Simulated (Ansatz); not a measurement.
Co in Ansatz: the effect of functional

Co:

```
Co
1.0
     2.53615    0.00000    0.00000
    -1.26807    2.19637    0.00000
     0.00000    0.00000    4.14298
Co
2
Direct
  0.33333 0.66667 0.74014
  0.66667 0.33333 0.25986
```

The cell isn't the ideal one: volume scaled by 1.06.

Alike in all runs:

* Program: Ansatz 0.2.0
* Task: single point
* Potentials or basis: Ansatz PAW
* k mesh: 12 × 12 × 7
* Occupations: fermi-dirac, width 0.05 eV
* Spin: collinear spin, ferromagnetic start
* Starting moments: [2.0, 2.0] μB

Problem. One run gave: pressure -14.3 GPa; moment 3.61 μB; largest force 0.03 eV/Å. Which functional did it use?
A. LDA
B. r2SCAN
C. PBEsol

Solution. B.

| functional | cutoff | pressure (GPa) | moment (μB) | largest force (eV/Å) |
| --- | --- | --- | --- | --- |
| LDA | 420 eV (not typed: the program's choice for these potentials) | -26.5 | 3.29 | 0.24 |
| PBEsol | 420 eV (not typed: the program's choice for these potentials) | -19.2 | 3.35 | 0.27 |
| r2SCAN | 500 eV (not typed: the program's choice for these potentials) | -14.3 | 3.61 | 0.03 |

Caveats: the PAW data sets come from PBE, with cores solved anew for the run's functional, which leaves a small shift of forces and pressure; the magnetic or orbital state may not be the lowest (some runs).
